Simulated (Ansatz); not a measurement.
## Ti (Im-3m), stationary points along a deformation path

Theory: DFT r2SCAN, scalar-relativistic, plane waves, PAW (Ansatz). The runs took a 500 eV cutoff, a Γ-centred 28×28×28 mesh and Gaussian smearing (0.15 eV). No spin polarisation. Energies are free energies at this smearing, counted from the undisturbed cell; pressure is positive in compression.

The starting cell (relaxed at this level; with this scan's settings it stands at 0.1 GPa; this bcc form isn't the usual structure):

```
CELL_PARAMETERS angstrom
-1.62589 1.62589 1.62589
1.62589 -1.62589 1.62589
1.62589 1.62589 -1.62589
ATOMIC_POSITIONS crystal
Ti 0.00000 0.00000 0.00000
```

At fixed volume and fractional coordinates, lengths along (0.000, 0.000, 1.000) are scaled against those across it; ρ is that ratio over its starting value. V = 17.192 Å³/atom. Δσ is the stress along the axis less the mean stress across it (compression positive).

```csv
ρ,ΔE (meV/atom),Δσ (GPa),space group
0.707,123.5,18.23,I4/mmm
0.780,29.7,9.16,I4/mmm
0.850,-9.2,2.98,I4/mmm
0.920,-9.5,-2.22,I4/mmm
1.000,0.0,0.00,Im-3m
1.200,-33.7,3.85,I4/mmm
1.300,-52.7,2.60,I4/mmm
1.414,-61.0,0.01,Fm-3m
```

Problem. How does the stress give the slope of the energy, and where is the energy stationary?

Solution. Along the path d ln(length) is 2/3 d ln ρ on the axis and −1/3 d ln ρ across it, so dE/d ln ρ = −(2/3) V Δσ: the energy falls with ρ where Δσ is positive. Δσ vanishes or changes sign between ρ = 0.850 and 0.920, a minimum (near 0.89 by linear interpolation); at ρ = 1.000 (Im-3m), a maximum at 0.0 meV/atom; at ρ = 1.414 (Fm-3m, an end of the scan), at -61.0 meV/atom. Pairs of stationary points between two samples would go unseen, and could change a minimum read from distant neighbours into a maximum. At ρ = 1.000, 1.414 the cell is cubic, where symmetry alone makes the stress isotropic and the slope zero.

Problem. Integrate that slope from ρ = 1 to 0.780 by the trapezoid rule.

Solution. With V/N in Å³ and 1 eV/Å³ = 160.2 GPa the slopes at ρ = 1.000, 0.920, 0.850, 0.780 are 0, 159, -213, -655 meV/atom per unit of ln ρ. The steps add (-6.6) + 2.1 + 37.3 = 32.8 meV/atom, against 29.7 from the energies; the trapezoid rule misses the curvature of the slope within each step.

Problem. Is the start the lowest point of the path?

Solution. No: ρ = 1.414 lies 61.0 meV/atom lower, with no sampled rise above the start on the way. Volume and inner coordinates are held, so a relaxed structure there would lie lower still.

In a metal these slopes depend on the k mesh and the smearing.

Cost: 8 runs of about 4.5 core-minutes in all, on Arm Neoverse V1 (shared hosts).